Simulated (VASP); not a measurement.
Input of a VASP 6.6.1 run:

The input INCAR:

```
SYSTEM = SrO
PREC = Accurate
ENCUT = 600
EDIFF = 1E-6
ISMEAR = 0
SIGMA = 0.03
LREAL = .FALSE.
LASPH = .TRUE.
NELM = 80
ALGO = Normal
ISIF = 3
LWAVE = .FALSE.
LCHARG = .FALSE.
GGA = PE
IBRION = 2
NSW = 90
EDIFFG = -0.01
```

KPOINTS

```
Automatic mesh
0
G
  10 10 10
  0 0 0
```

POSCAR

```
SrO
1.0
    0.0000000000      2.5663000000      2.5663000000
    2.5663000000      0.0000000000      2.5663000000
    2.5663000000      2.5663000000      0.0000000000
Sr O
1 1
Direct
    0.5000000000      0.5000000000      0.5000000000
    0.0000000000      0.0000000000      0.0000000000
```

Potentials or basis: VASP PAW PBE potentials, release 64 (Sr_sv, O).

Launch:

```bash
$ cat potpaw_PBE.64/Sr_sv/POTCAR potpaw_PBE.64/O/POTCAR > POTCAR
$ mpirun -np 1 vasp_std > vasp.out
```

Problem. What does it give for the relaxed cell?

Solution. a = 3.680 Å, b = 3.680 Å, c = 3.680 Å, α = 60.00°, β = 60.00°, γ = 60.00°.

Problem. Estimate the space group after relaxing (to 0.05 Å).

Solution. Fm-3m (No. 225).

Problem. Estimate the band gap on the k mesh.

Solution. 3.28 eV, indirect (least direct gap 3.39 eV).

Problem. What does it give for the relaxed volume?

Solution. 17.62 Å³/atom.

Final structure:
```
CELL_PARAMETERS angstrom
0.00000 2.60195 2.60195
2.60195 0.00000 2.60195
2.60195 2.60195 0.00000
ATOMIC_POSITIONS crystal
Sr 0.50000 0.50000 0.50000
O 0.00000 0.00000 0.00000
```

A k mesh can miss the band edges. Zero-point motion and thermal expansion aren't in these numbers.
